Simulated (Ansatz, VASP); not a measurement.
**Ca: VASP beside Ansatz**

POSCAR

```
Ca
1.0
   -2.2400000000      2.2400000000      2.2400000000
    2.2400000000     -2.2400000000      2.2400000000
    2.2400000000      2.2400000000     -2.2400000000
Ca
1
Direct
    0.0000000000      0.0000000000      0.0000000000
```

File INCAR.step1:

```
ALGO = Normal
EDIFF = 1E-4
ENCUT = 600
GGA = PE
ISMEAR = 0
LASPH = True
LCHARG = False
LREAL = False
LWAVE = True
NELM = 100
PREC = Accurate
SIGMA = 0.1
```

File INCAR.step2:

```
ALGO = Normal
EDIFF = 1E-7
EDIFFG = -0.005
ENCUT = 600
IBRION = 2
ISIF = 3
ISMEAR = 0
ISTART = 1
LASPH = True
LCHARG = False
LMIXTAU = True
LREAL = False
LWAVE = False
METAGGA = R2SCAN
NELM = 100
NSW = 100
PREC = Accurate
SIGMA = 0.1
```

File KPOINTS:

```
k-points
0
Gamma
  14 14 14
```

Input for Ansatz:

```yaml
crystal:
  lattice:
    - [-2.24, 2.24, 2.24]
    - [2.24, -2.24, 2.24]
    - [2.24, 2.24, -2.24]
  atoms:
    - { symbol: Ca, position: [0.0, 0.0, 0.0] }
basis:
  ecutwfc: 500
kpoints:
  mp_grid: { grid: [14, 14, 14] }
hamiltonian:
  xc: r2scan
scf:
  occupations: { method: gaussian, width: 0.1 }
output:
  forces: true
  stress: true
  eigenvalues: true
relax:
  adjacent_minimum: "off"
  f_tol: 0.005
  max_steps: 80
  cell: { stress_tol: 0.05 }
```

This isn't the form of Ca at room conditions, which is fcc.

Alike in both runs: task relaxation of cell and atoms; functional r2SCAN; k mesh 14 × 14 × 14; occupations gaussian, width 0.1 eV; no spin polarisation.

|  | VASP | Ansatz |
| --- | --- | --- |
| version | VASP 6.6.1 | Ansatz 0.2.0 |
| potentials or method | VASP PAW PBE potentials, release 64 (Ca_sv) | scalar-relativistic, plane waves, PAW |
| plane-wave cutoff (eV) | 600 | 500 |
| valence electrons in the cell | 10 | 10 |

|  | VASP | Ansatz | Ansatz less VASP |
| --- | --- | --- | --- |
| gap on the k mesh at the Fermi level, each at its own relaxed structure (eV) | none | none | - |
| relaxed volume (Å³/atom) | 43.53 | 43.29 | -0.239 |
| relaxed cell length with the largest relative difference (Å) | 3.838 | 3.831 | -0.0070 |
| energy change over the relaxation (meV/atom) | -3 | -3 | -0.7 |

A gap of «none» marks a metal or a gap that the smearing closes.

Caveats: the PAW data sets were made with another functional, which shifts forces and pressure a little (VASP).
